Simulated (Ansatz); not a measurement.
Runs of Ansatz 0.2.0 on Sb. Symmetry: Im-3m, No. 229, cubic system. Conventional cell: a = 3.743 Å, b = 3.743 Å, c = 3.743 Å, α = 90.00°, β = 90.00°, γ = 90.00°. Sb (site symmetry m-3m) has 8 Sb at 3.24 Å as nearest neighbours. This isn't the form of Sb at room conditions, which is rhombohedral.

```csv
task,level,spin,cell,cutoff (eV),points for each segment of the path,gap on the mesh (eV),pressure (GPa),relaxed volume (Å³/atom)
band structure,PBEsol,"SOC, no magnetisation",as given,420,14,none,0.0,-
relaxation of cell and atoms,r2SCAN,off,relaxed,500,-,none,0.0,(a)
relaxation of cell and atoms,RPBE,off,relaxed,420,-,none,0.0,28.13
band structure,PBEsol,off,as given,420,14,none,0.0,-
relaxation of cell and atoms,PBE,off,relaxed,420,-,none,0.0,27.50
relaxation of cell and atoms,revPBE,off,relaxed,420,-,none,0.0,27.95
relaxation of cell and atoms,LDA,off,relaxed,420,-,none,0.0,25.74
relaxation of cell and atoms,PBEsol,off,relaxed,420,-,none,0.0,26.21
relaxation of cell and atoms,BLYP,off,relaxed,420,-,none,0.0,(b)
```

Alike in all rows: potentials or basis Ansatz PAW; k mesh 10 × 10 × 10; smearing fermi-dirac 0.05 eV.

Question: Estimate the missing entries.

Answer: (a) 27.21; (b) 30.28.

Caveats: the PAW data sets come from PBE, with cores solved anew for the run's functional, which leaves a small shift of forces and pressure (some runs); the plane-wave basis is chosen anew once the cell has moved, so the energies of steps on either side of that aren't comparable (some runs); spin-orbit coupling is left out, which moves the levels of the heavy elements (some runs); the volume moved by over 15 % at a fixed basis, so the end points are rough (some runs).

A k mesh can miss the band edges, and rows without SOC leave out spin-orbit coupling on Sb.

A gap of «none» marks a metal or a gap under the smearing width.
